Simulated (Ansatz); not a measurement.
The system is TiO2.

```xyz
12
Lattice="-2.9732 3.2874 3.2874 2.9732 -3.2874 3.2874 2.9732 3.2874 -3.2874" Properties=species:S:1:pos:R:3 pbc="T T T"
Ti    1.4866   -1.6437    1.6437
Ti    1.4866    1.6437   -1.6437
Ti    0.0000    1.6437    1.6124
Ti    2.9732    1.6437    1.6750
O     1.4875    1.6437    2.9263
O     1.4857    4.9311   -0.3611
O     0.0000    0.3609    4.9286
O     2.9732   -0.3609    1.6412
O     0.0000    3.6483    1.6462
O     1.4875   -1.6437    3.6485
O     2.9732    2.9264   -1.6412
O     1.4857    1.6437    0.3611
```

The cell is a database's computed one.

| Quantity | Value |
| --- | --- |
| Program | Ansatz 0.2.0 |
| Task | single point |
| Functional | PBEsol |
| Potentials or basis | Ansatz PAW |
| Cutoff | 420 eV (not typed: the program's choice for these potentials) |
| k mesh | 6 × 6 × 6 |
| Occupations | fermi-dirac, width 0.05 eV |
| Spin | no spin polarisation |

On this cell: pressure -8.1 GPa; largest force 0.128 eV/Å; band gap on the k mesh 1.81 eV.

The same run follows on a disturbed copy (atoms moved at random, drawn with an rms of 0.05 Å):

```
Ti O
1.0
    -2.97316    3.28737    3.28740
     2.97316   -3.28737    3.28740
     2.97316    3.28737   -3.28740
Ti O
4 8
Direct
  0.99375 0.50090 0.99997
  0.99960 0.99164 0.49216
  0.49433 0.24736 0.25178
  0.50613 0.76194 0.74935
  0.70072 0.69793 0.50348
  0.70250 0.19214 0.01440
  0.80120 0.74894 0.04979
  0.19081 0.74921 0.44168
  0.80096 0.24169 0.55272
  0.30019 0.80549 0.01493
  0.19662 0.25499 0.95379
  0.30396 0.30962 0.50009
```

**Question.** What changes?

**Answer.** The energy moves by +12.4 meV/atom; pressure -7.9 GPa; largest force 1.369 eV/Å; band gap on the k mesh 1.75 eV.

Forces on the atoms (eV/Å):
```
Ti  -1.282  0.018  0.481
Ti   1.235 -0.169  0.216
Ti   0.013 -0.105 -0.452
Ti  -0.239  0.182 -0.374
O    0.300 -0.056 -0.371
O   -0.107 -0.504 -0.025
O    0.179  0.339 -0.216
O    0.245  0.404 -0.016
O    0.337  0.265  0.022
O   -0.423 -0.295  0.751
O   -0.380 -0.229  0.068
O    0.123  0.150 -0.082
```

Stress tensor (GPa, compression positive):
```
-8.77 -0.40  0.24
-0.40 -7.54 -0.25
 0.24 -0.25 -7.39
```

Caveats: the PAW data sets come from PBE, with cores solved anew for the run's functional, which leaves a small shift of forces and pressure.

A k mesh can miss the band edges.
